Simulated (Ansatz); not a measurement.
# TiAl in Ansatz: the effect of functional

Crystal: TiAl.

```
CELL_PARAMETERS angstrom
2.84802 0.00000 0.00000
-1.42401 2.46646 0.00000
0.00000 0.00000 4.64669
ATOMIC_POSITIONS crystal
Ti 0.00000 0.00000 0.00000
Al 0.33333 0.66667 0.50000
```

The cell comes from a database or a generator and needn't be the stable form of this composition.

The cell isn't the ideal one: volume scaled by 0.98.

Alike in all runs:

```yaml
Program: Ansatz 0.2.0
Task: single point
Potentials_or_basis: Ansatz PAW
k_mesh: 11 × 11 × 6
Occupations: fermi-dirac, width 0.05 eV
Spin: no spin polarisation
```

| functional | cutoff | pressure (GPa) |
| --- | --- | --- |
| LDA | 420 eV (not typed: the program's choice for these potentials) | -4.1 |
| PBEsol | 420 eV (not typed: the program's choice for these potentials) | -0.7 |
| r2SCAN | 500 eV (not typed: the program's choice for these potentials) | ? |

**Question.** What does the run with functional r2SCAN give?

**Answer.** Pressure 1.2 GPa.

Caveats: the PAW data sets come from PBE, with cores solved anew for the run's functional, which leaves a small shift of forces and pressure.

Runs at the PBE level aren't shown here.
